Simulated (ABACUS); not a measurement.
Runs of ABACUS 3.10.1 on B. The structure is cubic, space group Pm-3m (No. 221). The conventional cell has a = 1.885 Å, b = 1.885 Å, c = 1.885 Å, α = 90.00°, β = 90.00°, γ = 90.00°. B (site symmetry m-3m) is surrounded by 6 B at 1.89 Å. The cell was built by a generator and needn't be a form met in nature.

```csv
cell,gap on the mesh (eV),pressure (GPa)
cell strained by +0.06 along c,none,(a)
as given,none,-0.3
cell strained by -0.06 along c,none,(b)
cell strained by +0.03 along c,none,-6.6
cell strained by -0.03 along c,none,7.0
```

Alike in all rows: task single point; level PBE; potentials or basis PseudoDojo NC SR 0.4.1 PBE standard, DZP LCAO (the cutoffs set its grid); no spin polarisation; k mesh 10 × 10 × 10; cutoff (eV) 1361; smearing fermi-dirac 0.05 eV.

Fill in the values left out.

(a) -11.2; (b) 17.2.

Caveats: the atomic orbitals were generated for these runs and aren't a published set; the basis of atomic orbitals isn't converged, which shifts pressures, moduli and gaps.

A gap of «none» marks a metal or a gap under the smearing width.
